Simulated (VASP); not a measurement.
TiSe2: relaxation of cell and atoms with PBE+D3(BJ)

Crystal: TiSe2.

```
Ti Se
1.0
     3.48178    0.00000    0.00000
    -1.74089    3.01531    0.00000
     0.00000    0.00000    5.85864
Ti Se
1 2
Direct
  0.00000 0.00000 0.00000
  0.33333 0.66667 0.26539
  0.66667 0.33333 0.73461
```

```json
{
 "Program": "VASP 6.6.1",
 "Task": "relaxation of cell and atoms",
 "Functional": "PBE",
 "Dispersion": "D3(BJ)",
 "Potentials or basis": "VASP PAW PBE potentials, release 64 (Ti_sv, Se)",
 "Cutoff": "600 eV",
 "k mesh": "12 × 12 × 6",
 "Occupations": "methfessel-paxton, width 0.1 eV",
 "Spin": "no spin polarisation",
 "Further INCAR settings": "ALGO = Normal; EDIFF = 1e-07; IBRION = 2; EDIFFG = -0.005; NSW = 90; ISIF = 3"
}
```

```
Relaxed volume                         : 20.52 Å³/atom
Relaxed cell                           : a = 3.484 Å, b = 3.484 Å, c = 5.857 Å, α = 90.00°, β = 90.00°, γ = 120.00°
Space group after relaxing (to 0.05 Å) : P-3m1 (No. 164)
Energy gained by relaxing              : 0.0 meV/atom
Ionic steps                            : 4
Pressure after relaxing                : 0.0 GPa
Band gap on the k mesh                 : none (metal or under the smearing width)
Dispersion energy per atom             : -0.451 eV
```

Final structure:
```cif
data_structure
_symmetry_space_group_name_H-M 'P 1'
_symmetry_Int_Tables_number 1
_cell_length_a 3.4835
_cell_length_b 3.4835
_cell_length_c 5.8570
_cell_angle_alpha 90.000
_cell_angle_beta 90.000
_cell_angle_gamma 120.000
_cell_volume 61.55
loop_
_atom_site_label
_atom_site_type_symbol
_atom_site_fract_x
_atom_site_fract_y
_atom_site_fract_z
_atom_site_occupancy
Ti1 Ti 0.00000 0.00000 0.00000 1
Se1 Se 0.33333 0.66667 0.26520 1
Se2 Se 0.66667 0.33333 0.73480 1
```

Levels at points of the mesh, in eV from the Fermi level:
```tsv
k point	band 8	band 9	band 10	band 11	band 12	band 13	band 14	band 15	band 16
(0.00, 0.00, 0.00)	-2.25	-2.25	0.38	0.51	0.51	0.58	0.61	0.61	3.29
(0.50, 0.00, 0.00)	-3.86	-2.94	-2.86	-2.24	-1.42	0.05	1.47	1.89	3.22
(0.00, 0.00, 0.50)	-2.89	-2.16	-2.16	0.29	0.29	0.49	0.49	1.28	3.75
(0.50, 0.00, 0.50)	-4.86	-2.82	-2.55	-1.11	-0.85	-0.25	1.47	1.86	3.05
```

Run time: 94 s on 2 MPI ranks on AMD EPYC 9R14 (Zen 4) (shared host), peak memory 0.26 GiB a rank.

Caveat: pairwise dispersion overbinds metals, which lowers pressure and volume.
